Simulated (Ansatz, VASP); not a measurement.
## One calculation of SnO, two programs

Contents of INCAR:

```
PREC     = Accurate       # precision mode
ENCUT    = 520            # plane-wave cutoff, eV
EDIFF    = 1E-6           # SCF threshold, eV
ISMEAR   = -1             # smearing method
SIGMA    = 0.02           # smearing width, eV
LREAL    = F              # projectors in reciprocal space
LASPH    = T              # aspherical terms in the spheres
NELM     = 60             # most SCF steps
ALGO     = Normal         # electronic algorithm
ISIF     = 2              # what is computed and relaxed
LWAVE    = F              # write WAVECAR
LCHARG   = F              # write CHGCAR
NBANDS   = 28             # bands
```

The input KPOINTS:

```
Automatic mesh
0
Gamma
  6 6 5
```

POSCAR

```
SnO
1.0
    3.7892841860      0.0000000000      0.0000000000
    0.0000000000      3.7892841860      0.0000000000
    0.0000000000      0.0000000000      4.8198259661
Sn O
2 2
Direct
    0.0000000000      0.5000000000      0.2385000000
    0.5000000000      0.0000000000      0.7615000000
    0.0000000000      0.0000000000      0.0000000000
    0.5000000000      0.5000000000      0.0000000000
```

Input for Ansatz:

```yaml
crystal:
  lattice:
    - [3.789284186, 0.0, 0.0]
    - [0.0, 3.789284186, 0.0]
    - [0.0, 0.0, 4.8198259661]
  atoms:
    - { symbol: Sn, position: [0.0, 0.5, 0.2385] }
    - { symbol: Sn, position: [0.5, 0.0, 0.7615] }
    - { symbol: O, position: [0.0, 0.0, 0.0] }
    - { symbol: O, position: [0.5, 0.5, 0.0] }
kpoints:
  mp_grid: { grid: [6, 6, 5] }
  band_path:
    path:
      - [0.0, 0.0, 0.0]
      - [0.0, 0.5, 0.0]
      - [0.5, 0.5, 0.0]
      - [0.0, 0.0, 0.0]
      - [0.0, 0.0, 0.5]
      - [0.0, 0.5, 0.5]
      - [0.5, 0.5, 0.5]
      - [0.0, 0.0, 0.5]
      - [0.0, 0.5, 0.0]
    npoints: 5
scf:
  occupations: { method: fermi_dirac, width: 0.02 }
hamiltonian:
  xc: lda
  pseudopotentials: { kind: all_electron, lapw: { basis_error: 0.0005 } }
output:
  forces: true
  stress: true
  eigenvalues: true
```

Change from the starting cell: volume scaled by 0.99.

Alike in both runs: task single point; functional LDA; k mesh 6 × 6 × 5; occupations fermi-dirac, width 0.02 eV; no spin polarisation.

|  | VASP | Ansatz |
| --- | --- | --- |
| version | VASP 6.6.1 | Ansatz 0.2.0 |
| potentials or method | VASP PAW LDA potentials, release 64 (Sn_d, O) | all-electron LAPW, scalar-relativistic |
| plane-wave cutoff (eV) | 520 | see its input |

VASP gave:

- pressure (GPa): -1.6
- rms of the force components (eV/Å): 0.003

What did Ansatz give for the same quantities?

Pressure (GPa): -1.9; rms of the force components (eV/Å): 0.049.

Atom by atom the forces differ by 0.046 eV/Å (rms over components). Ansatz ran all-electron here, so the differences hold the error of VASP's frozen core and of both bases.

Caveats: spin-orbit coupling is left out, which moves the levels of the heavy elements; an odd mesh through Γ misses points on the zone boundary, where band edges often lie.
